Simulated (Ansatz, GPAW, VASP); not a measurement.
**KCl: 3 runs at one level of theory**

```
CELL_PARAMETERS angstrom
0.00000 3.14647 3.14647
3.14647 0.00000 3.14647
3.14647 3.14647 0.00000
ATOMIC_POSITIONS crystal
K 0.00000 0.00000 0.00000
Cl 0.50000 0.50000 0.50000
```

Alike in all runs: task single point; functional PBE; k mesh 7 × 7 × 7; occupations gaussian, width 0.02 eV; no spin polarisation; no spin-orbit coupling. Pressure is positive in compression and, in plane waves, holds the error of the finite cutoff, which Ansatz's Pulay term estimates and takes out.

| program and potentials | plane-wave cutoff (eV) | notes | pressure (GPa) |
| --- | --- | --- | --- |
| Ansatz, Ansatz PAW | 420 | 8 valence electrons an atom on average | 0.75 |
| GPAW, GPAW PAW data sets (gpaw-data 1.2.1) | 600 | 8 valence electrons an atom on average | 0.69 |
| VASP, PBE PAW files Cl, K_pv, 500 eV | 500 | 7 valence electrons an atom on average | 1.10 |

The pressure spans 0.69 (GPAW, GPAW PAW data sets (gpaw-data 1.2.1)) to 1.10 GPa (VASP, PBE PAW files Cl, K_pv, 500 eV).

The functional is the same throughout but for its coding, so the spread measures potentials, basis and numerics; runs on potential files found faulty are left out.
